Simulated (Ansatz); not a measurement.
**How far is this Sn₂Se from the hull?**

Method: DFT PBE, scalar-relativistic, plane waves, PAW (Ansatz). Settings: cutoff 420 eV, Γ-centred meshes spaced at most about 0.3 Å⁻¹, and about 0.25 Å⁻¹ or finer for metals (2π included), Gaussian smearing. No spin polarisation.

The zero of energy is the elements' standard structures at the same level; no fitted shifts are applied. The references include grey tin.

These are static total energies at zero pressure. No dispersion correction is applied, so the spacing and binding between layers, chains or molecules are poorly described (SnSe Pnma). The reference form of Se is held partly by dispersion forces, which this level lacks.

The competitors are the elements and 2 reference phases of this chemical system (from databases or known types: SnSe, SnSe2), relaxed at the same level; other known phases may be missing.

The candidate was reached from: random cell.

```cif
data_structure
_symmetry_space_group_name_H-M 'P4/mmm'
_symmetry_Int_Tables_number 123
_cell_length_a 5.7563
_cell_length_b 5.7563
_cell_length_c 3.0569
_cell_angle_alpha 90.000
_cell_angle_beta 90.000
_cell_angle_gamma 90.000
_cell_volume 101.29
loop_
_atom_site_label
_atom_site_type_symbol
_atom_site_symmetry_multiplicity
_atom_site_Wyckoff_symbol
_atom_site_fract_x
_atom_site_fract_y
_atom_site_fract_z
_atom_site_occupancy
Sn1 Sn 2 e 0.00000 0.50000 0.50000 1
Se1 Se 1 d 0.50000 0.50000 0.50000 1
```

**Question.** Is it stable, and against what?

**Answer.** Not stable. Its formation energy is 0.196 eV/atom. The lowest competing mixture at this composition is this:

```json
{"phase": "Sn", "space group": "-", "source": "element", "share of atoms": "0.3333", "ΔE_f (eV/atom)": "0.000"}
{"phase": "SnSe", "space group": "Pnma (No. 62)", "source": "Materials Project", "share of atoms": "0.6667", "ΔE_f (eV/atom)": "-0.438"}
```

The mixture lies at -0.292 eV/atom, and the candidate lies 0.49 eV/atom above it. The candidate matches no cell in the subsets of the Crystallography Open Database and the Materials Project at hand. The margin is far too high for a likely synthesis.
